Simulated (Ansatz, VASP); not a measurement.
**One calculation of Re, two programs**

```
Re
1.0
     0.00000    1.93036    1.93036
     1.93036    0.00000    1.93036
     1.93036    1.93036    0.00000
Re
1
Direct
  0.00000 0.00000 0.00000
```

This isn't the form of Re at room conditions, which is hcp.

Alike in both runs: functional LDA; k mesh 18 × 18 × 18; occupations gaussian, width 0.1 eV; no spin polarisation.

Ansatz relaxed the structure, and its values are those at the end. VASP's run is a single point on that final structure, the one shown.

```csv
,VASP,Ansatz
version,VASP 6.6.1,Ansatz 0.2.0
potentials or method,"VASP PAW LDA potentials, release 64 (Re)","scalar-relativistic, plane waves, PAW"
plane-wave cutoff (eV),520,420
valence electrons in the cell,7,15
```

|  | VASP | Ansatz | Ansatz less VASP |
| --- | --- | --- | --- |
| gap on the k mesh at the Fermi level (eV) | none | none | - |
| pressure (GPa) | 1.4 | 0.0 | -1.39 |

A gap of «none» marks a metal or a gap that the smearing closes. The two sets of potentials don't hold the same shells in valence. Ansatz warned: «pseudo_functional_mismatch».

Spin-orbit coupling is left out, which matters for the levels of Re.
